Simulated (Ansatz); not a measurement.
Band table of Re (simple hexagonal type)

```
Re
1.0
     2.76415    0.00000    0.00000
    -1.38208    2.39383    0.00000
     0.00000    0.00000    2.46937
Re
1
Direct
  0.00000 0.00000 0.00000
```

The cell comes from a relaxation on PAW files under the same functional, begun from a prototype that needn't be the stable phase.

Level of theory: DFT with PBE, scalar-relativistic, in Ansatz 0.2.0; a Γ-centred 16×16×15 k mesh, Fermi–Dirac smearing of 0.08 eV, no spin polarisation. LAPW: all electrons, basis error target 1 meV/atom.

Spin–orbit coupling is left out, which matters for the heavy atoms.

Path points, in fractions of the reciprocal vectors: Γ (0.000, 0.000, 0.000), M (0.500, 0.000, 0.000), K (0.333, 0.333, 0.000), A (0.000, 0.000, 0.500), L (0.500, 0.000, 0.500), H (0.333, 0.333, 0.500). Levels in eV from the Fermi level; bands 20 to 25, counted from the lowest band of the run. The gap is zero, the pressure 0.04 GPa.

```
# k(1/Å) point b20 b21 b22 b23 b24 b25
0.000 Γ -9.53 -5.58 -1.84 -1.84 3.94 3.94
0.187 - -9.33 -5.51 -2.04 -1.66 3.73 3.90
0.375 - -8.77 -5.29 -2.50 -1.11 3.21 3.81
0.562 - -7.97 -5.01 -2.91 -0.24 2.54 3.67
0.750 - -7.16 -4.90 -2.78 0.89 1.90 3.53
0.937 - -6.60 -4.97 -1.96 1.38 2.14 3.40
1.125 - -6.41 -4.95 -0.95 1.04 3.23 3.31
1.312 M -6.39 -4.91 -0.46 0.93 3.28 3.70
1.421 - -6.31 -4.90 -0.60 0.95 3.23 3.85
1.529 - -6.07 -4.85 -0.95 1.01 3.08 4.27
1.637 - -5.73 -4.75 -1.41 1.10 2.86 4.84
1.745 - -5.37 -4.55 -1.91 1.23 2.59 5.51
1.854 - -5.12 -4.17 -2.40 1.39 2.30 6.12
1.962 - -5.01 -3.67 -2.85 1.58 2.03 5.73
2.070 K -4.98 -3.24 -3.24 1.78 1.78 5.57
2.287 - -5.11 -3.79 -2.99 1.47 2.24 5.98
2.503 - -5.57 -3.99 -3.49 1.45 2.71 4.14
2.720 - -6.42 -4.17 -3.84 1.74 2.18 3.14
2.936 - -7.50 -4.74 -3.37 0.45 2.31 3.50
3.152 - -8.53 -5.19 -2.71 -0.83 3.03 3.74
3.369 - -9.26 -5.48 -2.10 -1.59 3.67 3.89
3.585 Γ -9.53 -5.58 -1.84 -1.84 3.94 3.94
3.767 - -9.34 -5.35 -1.80 -1.80 3.62 3.62
3.949 - -8.83 -4.66 -1.66 -1.66 2.83 2.83
4.131 - -8.11 -3.58 -1.46 -1.46 1.85 1.85
4.312 - -7.32 -2.32 -1.22 -1.22 0.91 0.91
4.494 - -6.54 -1.31 -1.00 -1.00 0.16 0.16
4.676 - -5.92 -0.87 -0.83 -0.83 -0.32 -0.32
4.858 A -5.67 -0.81 -0.78 -0.78 -0.48 -0.48
5.045 - -5.43 -2.03 -0.92 -0.60 -0.56 0.82
5.233 - -4.78 -3.27 -1.23 -0.75 -0.07 2.28
5.420 - -4.34 -4.00 -1.29 -1.01 0.76 3.61
5.608 - -5.21 -3.76 -1.29 -0.39 1.82 4.66
5.795 - -5.84 -3.96 -1.53 1.43 2.93 5.31
5.983 - -6.23 -4.18 -1.68 3.67 3.85 5.60
6.170 L -6.36 -4.26 -1.74 4.22 5.67 5.87
6.278 - -6.33 -4.17 -1.88 3.69 5.87 6.06
6.387 - -6.24 -3.89 -2.27 2.80 5.94 6.42
6.495 - -6.08 -3.45 -2.80 1.91 5.76 7.18
6.603 - -5.86 -3.38 -2.87 1.08 5.53 8.04
6.711 - -5.59 -3.94 -2.19 0.33 5.29 8.83
6.820 - -5.27 -4.46 -1.50 -0.33 5.08 9.40
6.928 H -4.89 -4.89 -0.89 -0.89 4.99 9.60
7.144 - -5.48 -4.04 -1.72 -0.43 5.37 8.97
7.361 - -5.64 -3.11 -2.14 -1.00 5.32 7.65
7.577 - -5.37 -2.20 -2.18 -2.06 3.53 6.10
7.794 - -4.67 -3.30 -1.89 -1.44 1.61 4.46
8.010 - -4.49 -3.60 -1.42 -0.89 0.24 2.77
8.227 - -5.35 -2.23 -0.97 -0.58 -0.53 1.05
8.443 A -5.67 -0.81 -0.78 -0.78 -0.48 -0.48
```
